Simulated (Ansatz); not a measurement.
# F: pressure up to the limit of the methods

How does F (hcp type) answer strong compression? The runs shown use PAW.

Program: Ansatz 0.2.0. Level of theory: DFT PBE, with the methods named in each step. These are calculated values, not measurements.

### Step 1. The system as given

Symmetry: P6_3/mmc, No. 194, hexagonal system. The conventional cell has a = 2.646 Å, b = 2.646 Å, c = 4.287 Å, α = 90.00°, β = 90.00°, γ = 120.00°. F (site symmetry -6m2) has 12 F at 2.63 to 2.65 Å in its first shell of neighbours.

As a file:

```
CELL_PARAMETERS angstrom
2.64632 0.00000 0.00000
-1.32316 2.29178 0.00000
0.00000 0.00000 4.28704
ATOMIC_POSITIONS crystal
F 0.33333 0.66667 0.25000
F 0.66667 0.33333 0.75000
```

Whether this phase is the stable one at these pressures isn't tested.

Atoms are numbered in the order of the input: F1, F2.

### Step 2. Cell relaxed at zero pressure, PAW

File input.yaml:

```yaml
crystal:
  lattice:
    - [2.6463212685, 0.0, 0.0]
    - [-1.3231606343, 2.2917814451, 0.0]
    - [0.0, 0.0, 4.287040455]
  atoms:
    - { symbol: F, position: [0.3333333333, 0.6666666667, 0.25] }
    - { symbol: F, position: [0.6666666667, 0.3333333333, 0.75] }
kpoints:
  mp_grid: { grid: [18, 18, 10] }
scf:
  occupations: { method: fermi_dirac, width: 0.05 }
hamiltonian:
  xc: pbe
  pseudopotentials: { kind: paw }
output:
  forces: true
  stress: true
  write_density: true
  write_potential: true
  elf: true
  volumetric_format: npy
relax:
  f_tol: 0.005
  max_steps: 40
  cell: {}
```

Run with:

```
> ansatz run input.yaml --threads 1 --pin off --max-ram 2048MiB --backend cpu --events-out ev --progress --plain --runs-dir out
```

Further steps of the session: Volume scaled by 1, PAW; Shape and atoms relaxed at 0.95 of the volume, PAW; Volume scaled by 0.95, PAW; Shape and atoms relaxed at 0.85 of the volume, PAW; Volume scaled by 0.85, PAW; Shape and atoms relaxed at 0.75 of the volume, PAW; Volume scaled by 0.75, PAW; Shape and atoms relaxed at 0.65 of the volume, PAW; Volume scaled by 0.65, PAW; Shape and atoms relaxed at 0.55 of the volume, PAW; Volume scaled by 0.55, PAW; Shape and atoms relaxed at 0.45 of the volume, PAW; Volume scaled by 0.45, PAW; Shape and atoms relaxed at 0.4 of the volume, PAW; Volume scaled by 0.4, PAW; Volume scaled by 0.4, PAW (level accurate).

Before running it: what results should come out? Wanted: PAW pressure at 0.4 of the volume; PAW; fitted bulk modulus at zero pressure.

**Answer**, as computed:

| quantity | value |
| --- | --- |
| PAW pressure at 0.4 of the volume | 424.7 GPa |
| PAW (level accurate) pressure at 0.4 of the volume | 424.8 GPa |
| fitted bulk modulus at zero pressure (PAW) | 53 GPa |
| its pressure derivative | 4.63 |

In words: At 0.4 of the starting volume PAW gives 425 GPa. A third-order Birch-Murnaghan curve fits the range only roughly (B₀ = 53 GPa, B′ = 4.63, misfit at most 1.98 GPa). A fit over so wide a range leans to the high pressures, so B₀ can be off by several per cent. No all-electron run checks these rows here, and frozen cores can fail under such compression. The ions are at rest, and the electrons smeared by 0.05 eV.
